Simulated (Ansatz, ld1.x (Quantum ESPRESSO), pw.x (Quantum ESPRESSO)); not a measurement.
# beryllium (Be): does the PAW potential hold in the solid?

ld1.x (Quantum ESPRESSO) 7.5 input, shortened:

```
&input
   title='Be', zed=4., rel=1, dft='PBE', iswitch=3,
   config='[He] 2s2 2p0 3d-2'
 /
 &inputp
   pseudotype=3, lpaw=.true., tm=.true., lloc=-1, rcloc=3.65,
   nlcc=.true., new_core_ps=.true., rcore=1.25,
   which_augfun='PSQ', rmatch_augfun=1.35
 /
6
2S  1  0   2.00   0.00  1.70  2.20  0.0
2S  1  0   0.00   0.05  1.70  2.20  0.0
2P  2  1   0.00   0.00  3.50  4.20  0.0
2P  2  1   0.00   0.20  3.50  4.20  0.0
3D  3  2  -2.00   0.30  2.85  3.30  0.0
3D  3  2  -2.00   1.90  2.85  3.30  0.0
 &test
   configts(1)='2s2 2p0'
 /
```

Atomic tests: cutoffs needed: 6 Ry and 6 Ry (the cutoffs (Ry, on a coarse ladder) from which the occupation-weighted sum of valence levels, in a spherical-Bessel basis at the reference potential, stays within 10 and 1 mRy of its value at 400 Ry); ghost test: no extra level below or beside the all-electron valence levels (s, p, d, f tested) (spherical-Bessel basis up to 400 Ry, 20 bohr box); largest excitation error: -21 meV (all-electron minus pseudo) for 2s0 2p1, out of 5 test configurations.

Crystal test: fcc Be in pw.x 7.5, no spin, 18³ k-points, Fermi–Dirac smearing 0.01 Ry, cutoffs 40/360 Ry. The reference is all-electron LAPW (Ansatz 0.2.0) with the same functional, mesh and smearing; V0 and B0 come from Birch–Murnaghan fits to the pressures at five volumes. Errors are pseudo minus all-electron; Δ is the rms difference of the E(V) curves that follow from these fits, minima aligned, over ±6 % about the mean V0. Mesh and smearing are coarse, so the numbers serve the comparison and aren't converged zero-temperature values; the lattice is a test structure that the element need not adopt.

```tsv
V (Å³/atom)	P all-electron (GPa)	P pseudo (GPa)
7.518	6.22	51.63
7.716	2.75	47.71
7.914	-0.36	43.94
8.112	-3.15	40.35
8.310	-5.65	36.92
```

All-electron: a0 = 3.160 Å (V0 = 7.89 Å³/atom), B0 = 119.0 GPa.

Pseudopotential: mean pressure error (GPa): +44.15. The pressure does not cross zero within the volumes sampled, so no fit is given. The largest radius (4.20 bohr) exceeds half the bond length (2.11 bohr), so the spheres overlap, which is one possible source of error among others. This is a poor potential for the solid. The atomic tests give no hint of an error of this size, and its cause was not traced.

At the middle volume, how do free energy and pressure move when the wave cutoff is lowered (ecutrho held at 360 Ry)?

```csv
cutoff (Ry),shift of F (meV/atom),shift of P (GPa)
18,+0.7,+0.03
24,+0.3,-0.00
32,+0.1,+0.01
```

Input at the middle volume:

```
&control
  calculation='scf', prefix='x', pseudo_dir='./', outdir='./tmp', tstress=.true., disk_io='none'
/
&system
  ibrav=0, nat=1, ntyp=1, ecutwfc=40, ecutrho=360, nbnd=8,
  occupations='smearing', smearing='fd', degauss=0.01
/
&electrons
  conv_thr=1e-09, mixing_beta=0.4, electron_maxstep=70
/
ATOMIC_SPECIES
Be 1.0 Be.UPF
CELL_PARAMETERS angstrom
  0.00000000 1.58169236 1.58169236
  1.58169236 0.00000000 1.58169236
  1.58169236 1.58169236 0.00000000
ATOMIC_POSITIONS crystal
Be 0.0000 0.0000 0.0000
K_POINTS automatic
18 18 18 0 0 0
```

```bash
pw.x < Be.scf.in > Be.scf.out
```

Lines of the output:

```
Message from routine setup:
     using ibrav=0 with symmetry is DISCOURAGED, use correct ibrav instead
     lattice parameter (alat)  =       4.2270  a.u.
     unit-cell volume          =      53.4063 (a.u.)^3
     number of electrons       =         2.00
     number of Kohn-Sham states=            8
     kinetic-energy cutoff     =      40.0000  Ry
     charge density cutoff     =     360.0000  Ry
     scf convergence threshold =      1.0E-09
     Exchange-correlation= SLA  PW   PBX  PBC
     number of k points=   195  Fermi-Dirac smearing, width (Ry)=  0.0100
     iteration #  1     ecut=    40.00 Ry     beta= 0.40
     total energy              =      -6.68739851 Ry
     estimated scf accuracy    <       0.00230701 Ry
     iteration #  2     ecut=    40.00 Ry     beta= 0.40
     total energy              =      -6.68665399 Ry
     estimated scf accuracy    <       0.00078743 Ry
     iteration #  3     ecut=    40.00 Ry     beta= 0.40
     total energy              =      -6.68666923 Ry
     estimated scf accuracy    <       0.00000031 Ry
     iteration #  4     ecut=    40.00 Ry     beta= 0.40
     total energy              =      -6.68666926 Ry
     estimated scf accuracy    <       0.00000007 Ry
     iteration #  5     ecut=    40.00 Ry     beta= 0.40
     total energy              =      -6.68666926 Ry
     estimated scf accuracy    <          6.9E-09 Ry
     iteration #  6     ecut=    40.00 Ry     beta= 0.40
     the Fermi energy is     8.6529 ev
!    total energy              =      -6.68666926 Ry
     estimated scf accuracy    <          4.0E-12 Ry
     smearing contrib. (-TS)   =      -0.00070743 Ry
     convergence has been achieved in   6 iterations
          total   stress  (Ry/bohr**3)                   (kbar)     P=      439.43
     Message from routine punch:
     Nothing written, as per user request (disk_io='none')
```

The run at the middle volume (195 k-points, 6 iterations) took about 6.9 s on one core of a shared host (Neoverse-V1, 32 threads, 247 GiB, load 11).
